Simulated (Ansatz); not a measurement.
This Ansatz input for PtS₂ was spoiled on purpose:

```yaml
crystal:
  lattice:
    - [3.575023201921, -2.886752572348e-11, 0.0]
    - [-1.787511600935, 3.096060911997, 0.0]
    - [0.0, 0.0, 6.4298417778]
  atoms:
    - { symbol: Pt, position: [0.0, 0.0, 0.0] }
    - { symbol: S, position: [0.3333333333333, 0.6666666666667, 0.1913716893] }
    - { symbol: S, position: [0.6666666666667, 0.3333333333333, 0.8086283107] }
basis:
  ecutwfc: 420
  ecutrho_ratio: 4
kpoints:
  mp_grid: { grid: [1, 1, 1] }
hamiltonian:
  xc: pbe
scf:
  occupations: { method: gaussian, width: 0.05 }
  max_iter: 75
output:
  forces: true
  stress: true
magnetization:
  noncollinear: true
  spin_orbit: true
```

Launched as:
```sh
ansatz run input.yaml --threads 4 --pin off --max-ram 7168MiB --backend cpu --events-out ev --progress --plain --runs-dir out
```

Q: What is wrong with it?

A: One k-point for a small cell. Against the sound input: kpoints.mp_grid.grid: [8, 8, 4] → [1, 1, 1] (the cap on iterations is only a precaution).

What the program printed:

SCF trace (energy estimate counted from the last row):
| iteration | ΔE (eV) | density residual (eV) | M (μB) |
| --- | --- | --- | --- |
| 1 | -1.307 | 5.94e0 | 0.00e0 |
| 2 | -0.231 | 1.16e0 | 0.00e0 |
| 3 | -2.3e-03 | 1.72e-1 | 0.00e0 |
| 4 | 0.006 | 7.91e-3 | 0.00e0 |
| 5 | 8.0e-04 | 9.07e-4 | 0.00e0 |
| 6 | 7.3e-05 | 1.01e-4 | 0.00e0 |
| 7 | 2.3e-05 | 6.59e-6 | 0.00e0 |
| 8 | 1.0e-06 | 3.65e-7 | 0.00e0 |
| 9 | 0.000 | 1.02e-8 | 0.00e0 |

```
SCF 1 converged in 9 iterations: F = -14358.291167 eV  dr2 = 1.02e-8
SCF converged after 9 iterations
Magnetization: |M| = 0.0000 μB,  M = (+0.0000, +0.0000, +0.0000) μB
Absolute magnetization: 0.0000 μB (∫|m|)
  site 0: m = (+0.0000, +0.0000, +0.0000) μB, |m| = 0.0000 μB  (R = 0.99 Å)
  site 1: m = (+0.0000, +0.0000, +0.0000) μB, |m| = 0.0000 μB  (R = 0.99 Å)
  site 2: m = (+0.0000, +0.0000, +0.0000) μB, |m| = 0.0000 μB  (R = 0.99 Å)
Free energy (F): -14358.291167 eV
E sigma→0 (E₀):  -14358.291167 eV
Fermi energy:    7.963348 eV
--- Forces (eV/Å), atoms counted from 1 ---
  atom   1  Pt     0.00000000     0.00000000     0.00000000
  atom   2  S      0.00000000     0.00000000     0.41123260
  atom   3  S      0.00000000     0.00000000    -0.41123260
--- Stress (GPa, compression-positive) ---
       -1.534498       0.000000       0.000000
        0.000000      -1.534498       0.000000
        0.000000       0.000000       9.104155
  P = ⅓ Tr σ = 2.0117 GPa (20.117 kbar)
```

The run converged all the same, so nothing but a comparison shows the fault. Its energy lies 1541 meV/atom from the sound one. Cost: 0.54 s on 4 threads of Arm Neoverse V2 (shared host), peak memory 0.35 GiB. The run before the change (PBE with spin–orbit coupling, 420 eV, 8×8×4 mesh) gave:

```tsv
run	P (GPa)	gap on the mesh (eV)	cell moment (μB)	largest force component (eV/Å)
sound	0.0	1.49	0.00 (no moment typed)	0.001
spoiled	2.0	2.90	0.00 (no moment typed)	0.411
```

The chain of runs began from a cell as deposited in COD, expanded in volume. Of that entry: the entry's cell lengths or inner coordinates differ somewhat from later room-temperature determinations. The relaxation kept the space group but changed the cell's proportions, one axis by 17 % at equal volume, so the results may not describe the measured structure. The database's entry of this formula in the relaxed cell's space group, P-3m1, has axes of 3.543 × 3.543 × 5.039 Å and 18.26 Å³/atom (1965), the relaxed one 3.575 × 3.575 × 6.430 Å and 23.72.

Of that run: Semilocal functionals underestimate band gaps, commonly by a third or more. The structure is built of weakly bound layers, and this functional has no dispersion term, so their spacing and all that hangs on it (volume, the soft elastic constants, low modes, dielectric constants) are poorly given.
